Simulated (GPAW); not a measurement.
Runs of GPAW 26.7.0 on I. Symmetry: Cmce, No. 64, orthorhombic system. Conventional cell: a = 7.270 Å, b = 4.790 Å, c = 9.793 Å, α = 90.00°, β = 90.00°, γ = 90.00°. I (site symmetry m) is surrounded by 1 I at 2.68 Å. 

```csv
task,level,potentials or basis,cell,k mesh,band path,band points,gap on the mesh (eV),pressure (GPa),V0 of scaled cells (Å³/atom),B0 (GPa),largest force (eV/Å)
band structure,LDA,"the program's PAW data sets (release 1.2.1) made for this functional, pw",as given,6 × 6 × 3,"GXSRAZGYX1A1TY,ZT",80,1.20,-0.6,-,-,0.88
single point,PBE,"GPAW PAW data sets (gpaw-data 1.2.1), pw","atoms moved at random, drawn with an rms of 0.05 Å",7 × 7 × 3,-,-,1.28,1.8,-,-,1.07
band structure,PBEsol,"PAW data sets generated in the run's folder for this functional, pw",as given,6 × 6 × 3,"GXSRAZGYX1A1TY,ZT",80,1.25,(a),-,-,0.91
equation of state,PBEsol,"PAW data sets generated in the run's folder for this functional, pw",as given,6 × 6 × 3,-,-,-,-,43.19,24,-
single point,PBE,"GPAW PAW data sets (gpaw-data 1.2.1), pw",as given,7 × 7 × 3,-,-,1.31,2.0,-,-,1.00
equation of state,LDA,"the program's PAW data sets (release 1.2.1) made for this functional, pw",as given,6 × 6 × 3,-,-,-,-,41.62,28,-
band structure,PBE,"GPAW PAW data sets (gpaw-data 1.2.1), pw",as given,6 × 6 × 3,"GXSRAZGYX1A1TY,ZT",80,(b),2.0,-,-,1.00
```

Alike in all rows: no spin polarisation; cutoff (eV) 600; smearing fermi-dirac 0.05 eV.

Q: Estimate the missing entries.

A: (a) 0.3; (b) 1.30.

Caveats: spin-orbit coupling is left out, which moves the levels of the heavy elements (some runs); an odd mesh through Γ misses points on the zone boundary, where band edges often lie (some runs); the cell was scaled at fixed shape and fractional positions, which overstates the stiffness of a crystal with free parameters, most of all of layers and chains (some runs); forces of over 1 eV/Å show positions far from the minimum, so gaps and moduli don't describe the material at rest (some runs).

A k mesh can miss the band edges, and the runs leave out spin-orbit coupling on I.
